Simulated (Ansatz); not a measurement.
# LiOs3: the cost of one run

Program: Ansatz 0.2.0. Level of theory: DFT r2SCAN, scalar-relativistic, plane waves, PAW. These are calculated values, not measurements.

### 1 Starting point

The structure is cubic, space group Pm-3n (No. 223). Conventional cell: a = 4.761 Å, b = 4.761 Å, c = 4.761 Å, α = 90.00°, β = 90.00°, γ = 90.00°. Li (site symmetry m-3) is surrounded by 12 Os at 2.66 Å. Around Os (site symmetry -4m2) lie 2 Os at 2.38 Å and 4 Li at 2.66 Å.

As a file:

```cif
data_structure
_symmetry_space_group_name_H-M 'Pm-3n'
_symmetry_Int_Tables_number 223
_cell_length_a 4.7607
_cell_length_b 4.7607
_cell_length_c 4.7607
_cell_angle_alpha 90.000
_cell_angle_beta 90.000
_cell_angle_gamma 90.000
_cell_volume 107.90
loop_
_atom_site_label
_atom_site_type_symbol
_atom_site_symmetry_multiplicity
_atom_site_Wyckoff_symbol
_atom_site_fract_x
_atom_site_fract_y
_atom_site_fract_z
_atom_site_occupancy
Li1 Li 2 a 0.00000 0.00000 0.00000 1
Os1 Os 6 c 0.00000 0.50000 0.25000 1
```

This is candidate A: A15 type (Pm-3n, No. 223).

(A quick probe on a coarse mesh, which set the mesh and smearing, is not shown.)

### 3 Relaxing cell and atoms (candidate A)

input.yaml

```yaml
crystal:
  lattice:
    - [4.7607260371, 0.0, 0.0]
    - [0.0, 4.7607260371, 0.0]
    - [0.0, 0.0, 4.7607260371]
  atoms:
    - { symbol: Li, position: [0.0, 0.0, 0.0] }
    - { symbol: Li, position: [0.5, 0.5, 0.5] }
    - { symbol: Os, position: [0.0, 0.5, 0.25] }
    - { symbol: Os, position: [0.0, 0.5, 0.75] }
    - { symbol: Os, position: [0.25, 0.0, 0.5] }
    - { symbol: Os, position: [0.75, 0.0, 0.5] }
    - { symbol: Os, position: [0.5, 0.75, 0.0] }
    - { symbol: Os, position: [0.5, 0.25, 0.0] }
basis:
  ecutwfc: 500
kpoints:
  mp_grid: { grid: [8, 8, 8] }
hamiltonian:
  xc: r2scan
scf:
  occupations: { method: gaussian, width: 0.1 }
output:
  forces: true
  stress: true
  eigenvalues: true
relax:
  adjacent_minimum: "off"
  f_tol: 0.01
  max_steps: 80
  cell: { stress_tol: 0.05 }
```

Started as:

```bash
> ansatz run input.yaml --threads 1 --pin off --max-ram 2560MiB --backend cpu --events-out ev --progress --plain --runs-dir out
```

Q: Estimate wall time and peak memory on 1 thread of Arm Neoverse V1, shared host.

About 2 min, with a peak of 0.68 GiB.
